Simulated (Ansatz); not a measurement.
**Starting-point dependence of the GW gap of BaTiO3 (P4mm)**

One-shot GW is not self-consistent; how far does the start matter for BaTiO3 (P4mm)?

Main program and level: Ansatz 0.2.0; G0W0 on several functionals, plane waves, PAW.

## (1) The structure

It takes space group P4mm (No. 99, tetragonal). The conventional cell has a = 3.990 Å, b = 3.990 Å, c = 4.023 Å, α = 90.00°, β = 90.00°, γ = 90.00°. Ba has 12 O at 2.80 to 2.87 Å nearest. Nearest to Ti lie 6 O at 1.84 to 2.18 Å. Nearest to O lie 2 Ti at 1.84 to 2.18 Å and 4 Ba at 2.82 Å. Nearest to O lie 2 Ti at 2.00 Å and 4 Ba at 2.80 to 2.87 Å. Farther neighbours and most contacts between anions are not listed.

Coordinates:

```cif
data_structure
_symmetry_space_group_name_H-M 'P 1'
_symmetry_Int_Tables_number 1
_cell_length_a 3.9905
_cell_length_b 3.9905
_cell_length_c 4.0230
_cell_angle_alpha 90.000
_cell_angle_beta 90.000
_cell_angle_gamma 90.000
_cell_volume 64.06
loop_
_atom_site_label
_atom_site_type_symbol
_atom_site_fract_x
_atom_site_fract_y
_atom_site_fract_z
_atom_site_occupancy
Ba1 Ba 0.00000 0.00000 0.00000 1
Ti2 Ti 0.50000 0.50000 0.52200 1
O3 O 0.50000 0.50000 0.97900 1
O4 O 0.50000 0.00000 0.48800 1
O5 O 0.00000 0.50000 0.48800 1
```

The cell and positions come from the Crystallography Open Database and are kept as given unless a step says otherwise. Spin-orbit coupling is left out unless a step names it. The default PAW set here is soft_2. Its files were made with PBE.

## (2) G0W0 on PBE

G0W0 replaces the xc potential by the self-energy, built once from these orbitals. Only a window of levels is corrected, while the sums run over the empty bands that the input names.

This step: G0W0 on PBE, plane waves, PAW.

Contents of input.yaml:

```yaml
crystal:
  lattice:
    - [3.99048, 0.0, 0.0]
    - [0.0, 3.99048, 0.0]
    - [0.0, 0.0, 4.02303]
  atoms:
    - { symbol: Ba, position: [0.0, 0.0, 0.0] }
    - { symbol: Ti, position: [0.5, 0.5, 0.522] }
    - { symbol: O, position: [0.5, 0.5, 0.979] }
    - { symbol: O, position: [0.5, 0.0, 0.488] }
    - { symbol: O, position: [0.0, 0.5, 0.488] }
kpoints:
  mp_grid: { grid: [4, 4, 4] }
hamiltonian:
  xc: pbe
scf:
  occupations: { method: fixed }
gw:
  n_empty_bands: 191
  ecut_chi: 120
  qp_bands: [v2, c2]
  qp_kpoints: band_edges
  screening: { model: contour_deformation }
```

Run with:

```console
> ansatz run input.yaml --threads 3 --pin off --max-ram 92160MiB --backend cuda --events-out ev --progress --plain --runs-dir out --devices 1 --max-vram 13GiB
```

Numbers of over 12 decimals in the logs are rounded to 6 here.

Output:

```text
GPUs: using 1 of 1 available (devices: 1).
Engine: ansatz 0.2.0, x86_64-unknown-linux-gnu
Pseudopotentials: kind: paw
Pseudopotential: Ba, paw, valence charge 10, recommended cutoff 420 eV (normal), Ba.paw.azcp
Pseudopotential: Ti, paw, valence charge 12, recommended cutoff 420 eV (normal), Ti.paw.azcp
Pseudopotential: O, paw, valence charge 6, recommended cutoff 420 eV (normal), O.paw.azcp
Functional definition: PBE
  parameter kappa = 0.804
  parameter beta = 0.066725
  exchange = pbe_x(kappa = kappa, mu = beta*pi^2/3)
  correlation = pbe_c(beta = beta)
device memory: the entry about to start is reckoned to put 0.7 GiB on a device that reports 28.4 GiB free (of which the cap on the GPU budget leaves the run 13.0 GiB)
GPU FFT provider: cuFFT
GPU libraries: cuBLAS 13.8.2, cuFFT 12.4.0, cuSOLVER 12.3.4
Crystal: 5 atoms, lattice volume = 64.062 Å³
Basis set: ecut = 420 eV, 1245 PW (Γ)
Bands: 25, of which v1, the nominal top of the filled ones, is band 20 counted from 1 (19 counted from 0)
Symmetry: 8 space group operations
Space group: P4mm (ITA 99), of the structure as read, at distance tolerance 4.0e-5 Å
k-points: 18 of 64 (time reversal used)
Non-local potential: Ba, projectors of the file, l = 0: 3, l = 1: 2, l = 2: 2, l = 3: 2
Non-local potential: Ti, projectors of the file, l = 0: 3, l = 1: 2, l = 2: 3, l = 3: 1
Non-local potential: O, projectors of the file, l = 0: 2, l = 1: 2, l = 2: 1
PAW form: soft (Blöchl's): semilocal exchange-correlation on the pseudo side does not see the compensation charge
PAW one-centre angular grid: Ba, 194 points (default); XC on 64 Gauss nodes
PAW one-centre angular grid: Ti, 590 points (default); XC on 64 Gauss nodes
PAW one-centre angular grid: O, 110 points (default); XC on 64 Gauss nodes
Initial density: superposition of atomic densities (neutral atoms: chi_scale 0, normalization atom), corrected by the library's trained network
Initial wavefunctions: pseudopotential atomic-orbital guess
GPU buffer pool allocated for 19683 grid points (all kernels)
GPU transforms: local potential and band sums: pruned to the plane-wave sphere, on 27×27×27
Functional: x = pbe(κ = 0.804, μ = 0.219515), c = pbe(β = 0.066725)
SCF iter   1: F=—  HF=-10159.571982 eV  |F-HF|=—  |Δ(HF+E_count)|=         —  Δρ=1.34e-3  dr2=5.52e-4  ethr=1.77e-3  ⟨swp⟩=4.3  Hψ=1920  notcnv=0  defer=19
preconditioner: auto → Resta (q_TF=auto, 2.522 Å⁻¹)  ε∞=5.8  [insulator: Δε(μ)=1.844 eV  Ē_g=12.013 eV  n_scr=18 (ndim 8)  ℏωp=26.2 eV  f_vac=0.000  ε∞_Penn≈5.8]
SCF iter   2: F=—  HF=-10159.572304 eV  |F-HF|=—  |Δ(HF+E_count)|=   3.21e-4  Δρ=7.47e-4  dr2=1.74e-4  ethr=1.38e-6  ⟨swp⟩=2.2  Hψ=997  notcnv=0  defer=50
SCF iter   3: F=—  HF=-10159.572411 eV  |F-HF|=—  |Δ(HF+E_count)|=   1.07e-4  Δρ=3.94e-4  dr2=5.67e-5  ethr=4.36e-7  ⟨swp⟩=2.0  Hψ=645  notcnv=0  defer=50
SCF iter   4: F=—  HF=-10159.572459 eV  |F-HF|=—  |Δ(HF+E_count)|=   4.82e-5  Δρ=6.43e-5  dr2=2.95e-6  ethr=1.42e-7  ⟨swp⟩=2.7  Hψ=800  notcnv=0  defer=19
SCF iter   5: F=—  HF=-10159.572460 eV  |F-HF|=—  |Δ(HF+E_count)|=   4.56e-7  Δρ=4.07e-5  dr2=8.51e-7  ethr=7.37e-9  ⟨swp⟩=2.1  Hψ=671  notcnv=0  defer=19
SCF iter   6: F=—  HF=-10159.572460 eV  |F-HF|=—  |Δ(HF+E_count)|=   6.43e-8  Δρ=1.41e-5  dr2=1.26e-7  ethr=2.13e-9  ⟨swp⟩=2.0  Hψ=704  notcnv=0  defer=20
SCF iter   7: F=-10159.572460 eV  HF=-10159.572460 eV  |F-HF|=4.01e-9  |Δ(HF+E_count)|=   4.38e-8  Δρ=3.69e-6  dr2=9.00e-9  ethr=2.50e-10  ⟨swp⟩=8.0  Hψ=1789  notcnv=0
SCF 1 converged in 7 iterations: F = -10159.572460 eV  dr2 = 9.00e-9
  greatest PAW one-centre occupation: 0.999 electrons in one spin orbital (limit 2), on the Ti atom at site 1 (counted from 0), in its partial waves of l = 0
device memory: the entry about to start is reckoned to put 0.7 GiB on a device that reports 28.3 GiB free (of which the cap on the GPU budget leaves the run 13.0 GiB)
NSCF: frozen V_eff on 18 k-points, pencils in batches of 32, up to order 100
the band table was solved once the SCF had ended and its energy, with any forces and stress, was formed, with the checks that follow a solve (1968 applications of the Hamiltonian). They found nothing against the state; the energy, forces and stress were not computed again (output.eigenvalues in the input reference)
device memory: the entry about to start is reckoned to put 3.6 GiB on a device that reports 25.4 GiB free (of which the cap on the GPU budget leaves the run 13.0 GiB)
NSCF: frozen V_eff on 18 k-points
G₀W₀ screening: q 1/18
[... further progress lines ...]
SCF converged after 7 iterations
Free energy (F): -10159.572460 eV
Harris-Foulkes:  -10159.572460 eV  (|F-HF|=4.01e-9)
Internal energy: -10159.572460 eV  (E = F + TS)
E sigma→0 (E₀):  -10159.572460 eV
Fermi energy:    10.401152 eV
--- Per-component energies (eV) ---
  E_band       = -138.970659
  E_kinetic    = 971.278895
  E_local      = -2105.557663  (includes V_loc(G=0)·N_el)
  E_nonlocal   = 203.735414
  E_hartree    = 823.703785
  E_xc         = -491.767780
  E_vxc        = -546.540323  (∫ρ·V_xc dr)
  E_paw        = -6744.795997  (= ΣΔE_a)
  E_vpaw       = -309.301594  (= ΣTr[D̂ρ^β])
  E_aug_tail   = 0.007467  (compensation charges beyond the density's cutoff)
  E_ewald      = -2816.176581
  E_smearing   = -0.000000  (= −TS)
  E_closure    = 0.000000  (closes the sum)
  Σ components = -10159.572460   (vs F -10159.572460, Δ=0.00e0)
--- Band table (eV; the first three rows and the last of 18) ---
  k-point 0: bands = [... 16 lower, 9.2045, 9.9824, 10.0558, 10.0558, 12.2569, 12.6243, 12.6243, 14.5043, ... 1 higher]
  k-point 1: bands = [... 16 lower, 8.8021, 9.1070, 9.8808, 9.8808, 12.3201, 13.3860, 13.3860, 14.5019, ... 1 higher]
  k-point 2: bands = [... 16 lower, 8.4624, 8.4875, 9.7218, 9.7218, 12.3859, 14.0720, 14.0720, 14.5024, ... 1 higher]
  k-point 17: bands = [... 16 lower, 8.0166, 10.2263, 10.2263, 10.4012, 14.6387, 14.6512, 14.6512, 16.9142, ... 1 higher]
--- G₀W₀: contour deformation, 7 samples at zero and on the imaginary axis and 2 off it, 64 q-points, 191 empty bands' worth ---
  eigenvalues of the whole cell's RPA ε∞ on this k-mesh (on a slab, of 1 + 4πα/V) = 5.6538, 6.2650, 6.2650; static W/v taken at q = 0 is 0.164978
  bands read: the sum over 211 bands ends inside a degenerate multiplet in 2 slots, whose members it reads at an even weight; the widest, k=16: bands 211 to 212 (counted from 1) at 1/2 each
  gw.qp_kpoints: band_edges: 12 of 18 stored k-points solved, in 1 pass; an edge of the gap read off the rows below is read off those points alone
    valence top: of the k-points left out ik 13 came nearest to being solved in a further pass, in band 20 (counted from 1, as in the quasiparticle table): it holds the edge there only if its correction is more favourable than any solved in that band by at least 0.521 eV; those differ by 0.058 eV
    conduction bottom: of the k-points left out ik 4 came nearest to being solved in a further pass, in band 21 (counted from 1, as in the quasiparticle table): it holds the edge there only if its correction is more favourable than any solved in that band by at least 0.949 eV; those differ by 0.116 eV
    ik  band        ε_KS         Σx   Σc(E_QP)       V_xc       Z   E_QP_lin       E_QP  E_QP is
     0    19     10.0558   -25.5905     4.2863   -21.0461  0.7255     9.7965     9.7977  root
     0    20     10.0558   -25.5905     4.2863   -21.0461  0.7255     9.7965     9.7977  root
     0    21     12.2569   -12.5402    -6.4625   -20.2093  0.7369    13.4935    13.4635  root
     0    22     12.6243   -13.2576    -6.0170   -20.4864  0.7350    13.8665    13.8362  root
     1    19      9.8808   -25.6843     4.4792   -20.9172  0.7237     9.5912     9.5929  root
     1    20      9.8808   -25.6843     4.4792   -20.9172  0.7237     9.5912     9.5929  root
     1    21     12.3201   -12.6672    -6.5554   -20.4521  0.7343    13.5814    13.5496  root
     1    22     13.3860   -14.1315    -6.3821   -21.7920  0.7160    14.7061    14.6644  root
     2    19      9.7218   -25.7490     4.6252   -20.8096  0.7226     9.4055     9.4075  root
     2    20      9.7218   -25.7490     4.6252   -20.8096  0.7226     9.4055     9.4075  root
     2    21     12.3859   -12.8077    -6.6562   -20.7176  0.7314    13.6737    13.6397  root
     2    22     14.0720   -14.7309    -6.9585   -23.0247  0.6948    15.4655    15.4072  root
     3    19      9.6195   -25.1468     4.0677   -20.8148  0.7245     9.3538     9.3551  root
     3    20      9.7597   -25.8114     4.4579   -21.0749  0.7238     9.4795     9.4811  root
     3    21     12.6691   -13.3151    -6.1444   -20.6926  0.7328    13.9344    13.9022  root
     3    22     13.2008   -14.0373    -6.4504   -21.7242  0.7147    14.4760    14.4373  root
     6    19      9.3038   -25.4050     4.3111   -20.7792  0.7235     8.9870     8.9891  root
     6    20      9.4649   -25.8933     4.6189   -20.9637  0.7213     9.1521     9.1542  root
     6    21     12.7286   -13.3810    -6.3143   -20.9589  0.7298    14.0273    13.9922  root
     6    22     13.9614   -14.6777    -6.9790   -22.9345  0.6919    15.2941    15.2393  root
     8    19      9.5289   -25.2111     4.7499   -20.0947  0.7126     9.1591     9.1625  root
     8    20     10.1779   -25.7096     4.7806   -20.6254  0.7185     9.8723     9.8742  root
     8    21     14.0010   -14.6969    -7.0945   -23.0768  0.6897    15.3429    15.2865  root
     8    22     14.0963   -14.7060    -7.0621   -23.1084  0.6933    15.4961    15.4366  root
[...]
16    19      9.6967   -25.2101     4.7511   -20.1070  0.7167     9.3419     9.3447  root
    16    20     10.3769   -25.8262     4.8204   -20.7336  0.7163    10.1031    10.1046  root
    16    21     14.3347   -14.7481    -7.2066   -23.2771  0.6867    15.7194    15.6572  root
    16    22     14.3347   -14.7481    -7.2066   -23.2771  0.6867    15.7194    15.6572  root
    17    19     10.2263   -25.8266     4.7833   -20.7575  0.7187     9.9388     9.9405  root
    17    20     10.4012   -25.8870     4.8214   -20.8018  0.7164    10.1359    10.1373  root
    17    21     14.6387   -14.6074    -7.7383   -23.6292  0.6705    15.9917    15.9222  root
    17    22     14.6512   -14.7347    -7.5667   -23.6315  0.6765    16.0533    15.9813  root
```

It took 21 s on 1 × NVIDIA H100 80GB HBM3 (shared by 6 runs) with 3 threads of AMD EPYC 7R13 (Zen 3), shared host; peak memory 1.3 GiB; 27 s of CPU time.

This step gave:

| Property | Result |
| --- | --- |
| bands summed | 211 |
| RPA ε∞ on this mesh (eigenvalues) | 5.654, 6.265, 6.265 |
| plane waves in the screening matrix | 179 |
| q-points in the mesh | 64 |
| G0W0 gap on the mesh | 3.326 eV |
| k of the valence top | -0.5, -0.5, -0.5 |
| k of the conduction bottom | 0, 0, 0 |
| starting gap on the mesh | 1.856 eV |
| Z at the valence top | 0.7164 |
| Z at the conduction bottom | 0.7369 |
| least direct G0W0 gap on the computed points | 3.666 eV |

The gap on the mesh goes from 1.86 eV to 3.33 eV, a correction of +1.47 eV. Between the two edge states, bare exchange in place of the xc potential would open the gap by 12.75 eV, and correlation takes back 11.28 eV.

(Continued in part 2 of 2.)

[Paths, hosts, dates, memory and timing lines, banners, echoed tables and standing remarks are left out of the program output.]

[Logs are printed without paths, hosts, clocks, repeated set-up lines and the standing remarks that a program may print on its own settings, such as how far it seeks lower states.]

[Runs of the session that timed out or met a known fault of the program may be left out.]

[Cells called generated may have been cut or substituted from an entry of the Crystallography Open Database or the Materials Project.]

[Hosts, paths, dates, database ids (printed as entryN), source tags and the programs' standing remarks are cut or masked in the printed files.]
